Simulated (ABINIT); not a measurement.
A run of ABINIT 10.8.3 (patched build):

run.abi

```
# Datasets: ground state, then fixed potential
ndtset 2

# Pseudopotentials
pp_dirpath "./"
pseudos "47_Ag_19_1.9_2.5_pbe_n_v1.0.psp8"

# Structure
acell 2.8888847545 2.8888847545 2.8888847545 Angstrom
rprim
     0.0000000000     0.7071067812     0.7071067812
     0.7071067812     0.0000000000     0.7071067812
     0.7071067812     0.7071067812     0.0000000000
ntypat 1
znucl 47
natom 1
typat 1
xred
     0.0000000000     0.0000000000     0.0000000000

# Plane-wave basis
ecut 897.975746 eV

# Exchange and correlation
ixc 11

# Bands and occupations
occopt 3
tsmear 0.05 eV

# SCF cycle
nstep 100

# Output
iomode 3
prtwf 0
prteig 0
prtebands 0
enunit 2
prtden1 1

# Dataset 1
kptopt1 1
ngkpt1 11 11 11
nshiftk1 1
shiftk1 0.0 0.0 0.0
nband1 14
tolvrs1 1.0e-10

# Dataset 2: bands along G-X-W-K-G-L-U-W-L-K
iscf2 -2
getden2 1
nband2 18
nbdbuf2 2
tolwfr2 1.0e-12
kptopt2 -9
ndivsm2 8
prteig2 1
kptbounds2
     0.0000000000     0.0000000000     0.0000000000
     0.5000000000     0.0000000000     0.5000000000
     0.5000000000     0.2500000000     0.7500000000
     0.3750000000     0.3750000000     0.7500000000
     0.0000000000     0.0000000000     0.0000000000
     0.5000000000     0.5000000000     0.5000000000
     0.6250000000     0.2500000000     0.6250000000
     0.5000000000     0.2500000000     0.7500000000
     0.5000000000     0.5000000000     0.5000000000
     0.3750000000     0.3750000000     0.7500000000
```

Potentials or basis: SPMS NC PBE v1.0.

Run with:

```sh
$ abinit run.abi > log 2>&1
```

Hardware: 1 thread of Arm Neoverse V1, on a shared host.

Task: Estimate the wall time of this run.

Result: Wall time 53 s on 1 thread of Arm Neoverse V1, on a shared host, peak memory 0.11 GiB. Counts: scf iterations 8, k points 56, bands 14, plane waves 1050.
